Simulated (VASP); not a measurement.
## CdS (Greenockite): relaxation of cell and atoms with r2SCAN+D3(BJ)

CdS (Greenockite):

```
Cd S
1.0
     4.15000    0.00000    0.00000
    -2.07500    3.59401    0.00000
     0.00000    0.00000    6.73700
Cd S
2 2
Cartesian
  2.0750 1.1980 3.3685
  0.0000 2.3960 0.0000
  2.0750 1.1980 5.8949
  0.0000 2.3960 2.5264
```

| Quantity | Value |
| --- | --- |
| Program | VASP 6.6.1 |
| Task | relaxation of cell and atoms |
| Functional | r2SCAN |
| Dispersion | D3(BJ) |
| Potentials or basis | VASP PAW PBE potentials, release 64 (Cd, S) |
| Cutoff | 600 eV |
| k mesh | 7 × 7 × 4 |
| Occupations | gaussian, width 0.05 eV |
| Spin | no spin polarisation |
| Further INCAR settings | ALGO = Normal; EDIFF = 1e-06; IBRION = 2; EDIFFG = -0.005; NSW = 40; ISIF = 3 |

| Property | Result |
| --- | --- |
| Relaxed volume | 25.13 Å³/atom |
| Relaxed cell | a = 4.148 Å, b = 4.148 Å, c = 6.745 Å, α = 90.00°, β = 90.00°, γ = 120.00° |
| Space group after relaxing (to 0.05 Å) | P6_3mc (No. 186) |
| Energy gained by relaxing | 0.3 meV/atom |
| Ionic steps | 7 |
| Pressure after relaxing | 0.0 GPa |
| Band gap on the k mesh | 1.65 eV, direct |
| Dispersion energy per atom | -0.146 eV |

Step by step:
| step | energy change (eV) | largest force (eV/Å) | pressure (GPa) | volume (Å³) |
| --- | --- | --- | --- | --- |
| 1 | 0.0000 | 0.0716 | 0.02 | 100.48 |
| 2 | -0.0009 | 0.0016 | -0.02 | 100.54 |
| 3 | -0.0009 | 0.0083 | -0.01 | 100.53 |
| 4 | -0.0010 | 0.0067 | 0.00 | 100.50 |
| 5 | -0.0010 | 0.0030 | 0.05 | 100.43 |
| 6 | -0.0010 | 0.0020 | 0.04 | 100.45 |
| 7 | -0.0010 | 0.0009 | 0.00 | 100.51 |

Final structure:
```cif
data_structure
_symmetry_space_group_name_H-M 'P 1'
_symmetry_Int_Tables_number 1
_cell_length_a 4.1479
_cell_length_b 4.1479
_cell_length_c 6.7452
_cell_angle_alpha 90.000
_cell_angle_beta 90.000
_cell_angle_gamma 120.000
_cell_volume 100.51
loop_
_atom_site_label
_atom_site_type_symbol
_atom_site_fract_x
_atom_site_fract_y
_atom_site_fract_z
_atom_site_occupancy
Cd1 Cd 0.66667 0.33333 0.49917 1
Cd2 Cd 0.33333 0.66667 0.99917 1
S1 S 0.66667 0.33333 0.87583 1
S2 S 0.33333 0.66667 0.37583 1
```

Levels at points of the mesh, in eV from the valence-band top:
| k point | band 16 | band 17 | band 18 | band 19 | band 20 | band 21 |
| --- | --- | --- | --- | --- | --- | --- |
| (0.00, 0.00, 0.00) | -0.04 | 0.00 | 0.00 | 1.65 | 3.24 | 6.99 |
| (0.00, 0.00, 0.50) | -0.39 | -0.39 | -0.39 | 3.29 | 3.29 | 6.63 |

It took 13 min on 1 thread of Intel(R) Xeon(R) Platinum 8488C (Sapphire Rapids) (shared host), peak memory 0.31 GiB.

Caveat: the PAW data sets were made with another functional, which shifts forces and pressure a little. r2SCAN opens gaps a little over a GGA but as a rule still falls short of measured ones.
